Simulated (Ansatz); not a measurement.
Wanted: the native input for an Ansatz 0.2.0 run.

- Task: relaxation of cell and atoms
- Functional: PBE
- Dispersion: D4
- Potentials or basis: Ansatz PAW
- Cutoff: 420 eV (not typed: the program's choice for these potentials)
- k mesh: 8 × 8 × 8
- Occupations: methfessel-paxton, width 0.1 eV
- Spin: no spin polarisation

Crystal: SiC (Moissanite 3C).

```
CELL_PARAMETERS angstrom
0.00000 2.17900 2.17900
2.17900 0.00000 2.17900
2.17900 2.17900 0.00000
ATOMIC_POSITIONS crystal
Si 0.00028 0.99269 0.00702
C 0.74546 0.74842 0.74764
```

The cell isn't the ideal one: atoms moved at random, drawn with an rms of 0.02 Å.

These files were run (other wordings do the same):

input.yaml

```yaml
crystal:
  lattice:
    - [0.0, 2.179, 2.179]
    - [2.179, 0.0, 2.179]
    - [2.179, 2.179, 0.0]
  atoms:
    - { symbol: Si, position: [0.000277, -0.007309, 0.007017] }
    - { symbol: C, position: [0.745464, 0.748417, 0.747638] }
hamiltonian:
  xc: pbe
  pseudopotentials: { kind: paw, core: large }
  dispersion: d4
kpoints:
  mp_grid: { grid: [8, 8, 8] }
scf:
  occupations: { method: methfessel_paxton, width: 0.1 }
output:
  forces: true
  stress: true
  write_density: true
  write_potential: true
  elf: true
  volumetric_format: npy
relax:
  f_tol: 0.01
  max_steps: 40
  cell: { stress_tol: 0.05 }
```

Potentials or basis: Ansatz PAW.

Command:

```sh
$ ansatz run input.yaml --threads 1 --pin off --max-ram 2560MiB --backend cpu --events-out ev --progress --plain --runs-dir out
```

It gave:

```yaml
Relaxed_volume: 10.30 Å³/atom
Relaxed_cell: a = 3.077 Å, b = 3.077 Å, c = 3.077 Å, α = 60.00°, β = 60.00°, γ = 60.00°
Space_group_after_relaxing_to_0.05_Å: F-43m (No. 216)
Energy_gained_by_relaxing: 5.1 meV/atom
Ionic_steps: 6
Pressure_after_relaxing: 0.0 GPa
Band_gap_on_the_k_mesh: 1.35 eV, indirect (least direct gap 4.55 eV)
```

Caveat: the plane-wave basis is chosen anew once the cell has moved, so the energies of steps on either side of that aren't comparable.

Wall time 27 s on 1 thread of Arm Neoverse V2, with other jobs on the host, peak memory 0.35 GiB.
